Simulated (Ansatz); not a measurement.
Crystal: GaSb.

```
Sb Ga
1.0
    -1.55590    2.67500    2.89331
     1.55590   -2.67500    2.89331
     1.55590    2.67500   -2.89331
Sb Ga
1 1
Direct
  0.50000 0.50000 0.00000
  0.00000 0.00000 0.00000
```

Measurements of this composition are mostly on another form, of space group No. 216.

* Program: Ansatz 0.2.0
* Task: relaxation of cell and atoms
* Functional: PBEsol0
* Potentials or basis: Ansatz PAW
* Cutoff: 420 eV (not typed: the program's choice for these potentials)
* k mesh: 5 × 5 × 5
* Occupations: fermi-dirac, width 0.05 eV
* Spin: no spin polarisation

At the start: volume 24.08 Å³/atom.

Q: How do energy, volume and symmetry change on relaxing?

A: It ends after 8 steps and the volume is 22.19 Å³/atom (-7.9 %); space group Immm (No. 71, to 0.05 Å).

The path:
```csv
step,energy change (eV),largest force (eV/Å),volume (Å³)
1,0.0000,0.0000,48.17
2,-0.1049,0.0000,44.19
3,-0.1701,0.0000,43.90
4,-0.1953,0.0000,44.68
5,-0.1966,0.0000,44.29
6,-0.1969,0.0000,44.37
7,-0.1969,0.0000,44.38
8,-0.1955,0.0000,44.38
```

Final structure:
```
CELL_PARAMETERS angstrom
-1.66024 2.38501 2.80213
1.66024 -2.38501 2.80213
1.66024 2.38501 -2.80213
ATOMIC_POSITIONS crystal
Sb 0.50000 0.50000 0.00000
Ga 0.00000 0.00000 0.00000
```

Caveat: the k mesh is coarse (spacing up to 0.47 Å⁻¹), so the values aren't converged, least of all with exact exchange; the plane-wave basis is chosen anew once the cell has moved, so the energies of steps on either side of that aren't comparable; the PAW data sets come from PBE, with cores solved anew for the run's functional, which leaves a small shift of forces and pressure.
